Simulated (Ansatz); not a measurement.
## Carriers in LiH (Fm-3m)

```xyz
2
Lattice="0.0000 1.9904 1.9904 1.9904 0.0000 1.9904 1.9904 1.9904 0.0000" Properties=species:S:1:pos:R:3 pbc="T T T"
Li    0.0000    0.0000    0.0000
H     1.9904    1.9904    1.9904
```

Conventional cell: a = 3.981 Å, b = 3.981 Å, c = 3.981 Å, α = 90.00°, β = 90.00°, γ = 90.00°. Li (atom 1) has 6 H at 1.99 Å as nearest neighbours. H (atom 2) is surrounded by 6 Li at 1.99 Å.

Computed, not measured; unless marked otherwise by PBEsol, all-electron LAPW in Ansatz 0.2.0, scalar-relativistic. k mesh 10×10×10, fixed occupations, basis error target 1 meV/atom. The cell was relaxed by PAW under this functional, which moved its volume by -7 % from the database entry's.

Extrema are searched on a 16×16×16 mesh and refined by Newton steps; masses come from band slopes 0.005 Å⁻¹ away, 1/m* = (1/ħ²) d²E/dk², negative for holes (the finite step makes the lightest masses up to about 3 % heavy). k is in units of the reciprocal vectors.

Task: Where are the band edges, and is the gap direct?

Result: The valence maximum lies at X (0.000, -0.500, -0.500) and the conduction minimum at X (0.000, -0.500, -0.500), so the Kohn-Sham gap of 2.731 eV is direct.

Task: What are the electron masses at the edge?

Result: The principal masses are 0.108, 1.02, 1.02 mₑ. One valley has a density-of-states mass (m₁m₂m₃)^(1/3) = 0.482; 3 valleys give N^(2/3) times that, 1; the direction-averaged conductivity mass 3/Σ(1/mᵢ) is 0.267 mₑ.

Task: What are the hole masses at the edge?

Result: The principal masses are 0.133, 3.68, 3.68 mₑ. One valley has a density-of-states mass (m₁m₂m₃)^(1/3) = 1.22; 3 valleys give N^(2/3) times that, 2.53; the direction-averaged conductivity mass 3/Σ(1/mᵢ) is 0.372 mₑ.

Task: Along the Cartesian direction 001 the conduction slope is 0.03746 eV·Å one step out. What is it four steps out, and what does that say?

Result: 0.1499 eV·Å, 4.000 times the first; a parabola would give 4, so the band is nearly parabolic here.

Task: What electronic dielectric constant and refractive index follow from the same bands (independent particles)?

Result: ε∞ = (4.80, 4.80, 4.80), so n ≈ √ε∞ = 2.19 (mean over directions) well under the gap and the normal reflectivity is ((n − 1)/(n + 1))² = 0.139. Local fields, left out here, lower ε∞ by several per cent.

Task: What gap does PAW give in the same cell?

Result: 2.729 eV, -2 meV from the LAPW value.

Task: Cells strained by ±0.5 % (all lengths, zz alone, equal engineering shears γ in yz, zx, xy; ions relaxed) give deformation potentials. How do the edge levels move, in eV per unit strain against the centre of the top valence set?

Result: 

| point | k | side | bands | level (eV) | d/dlnV | d/dε_zz | d/dγ |
| --- | --- | --- | --- | --- | --- | --- | --- |
| Gamma | 0.00 0.00 0.00 | valence | 1 | -5.622 | 3.81 | 1.19 | 0.00* |
| Gamma | 0.00 0.00 0.00 | conduction | 1 | 16.368 | -13.14 | -15.76 | -0.01* |
| X | 0.00 -0.50 -0.50 | valence | 1 | 0.000 | 0.00 | 0.00 | 0.00* |
| X | 0.00 -0.50 -0.50 | conduction | 1 | 2.731 | 0.88 | 2.83 | 0.00* |
| X | -0.50 -0.50 0.00 | valence | 1 | 0.000 | 0.00 | -7.87 | 0.00* |
| X | -0.50 -0.50 0.00 | conduction | 1 | 2.731 | 0.88 | -10.88 | 0.00* |
| L | -0.50 0.00 0.00 | valence | 1 | -2.765 | 3.00 | 0.38 | 3.54 |
| L | -0.50 0.00 0.00 | conduction | 1 | 4.733 | -2.37 | -4.99 | 3.72 |
| L | -0.50 -0.50 -0.50 | valence | 1 | -2.765 | 3.00 | 0.38 | -10.61 |
| L | -0.50 -0.50 -0.50 | conduction | 1 | 4.733 | -2.37 | -4.99 | -11.17 |

Sets with another level within 0.15 eV are left out, since it mixes in under strain; the reference set stays in any case. Entries marked * vanish by symmetry to first order; what they show is the residue of the finite step. These cells use a basis error target of 0.5 meV/atom.

Limits of these numbers: semilocal gaps are low, and what follows the gap (onsets, screening, light masses) shifts with it; the frozen-core PAW files of the compared runs were fitted under PBE, their cores solved anew for this functional.
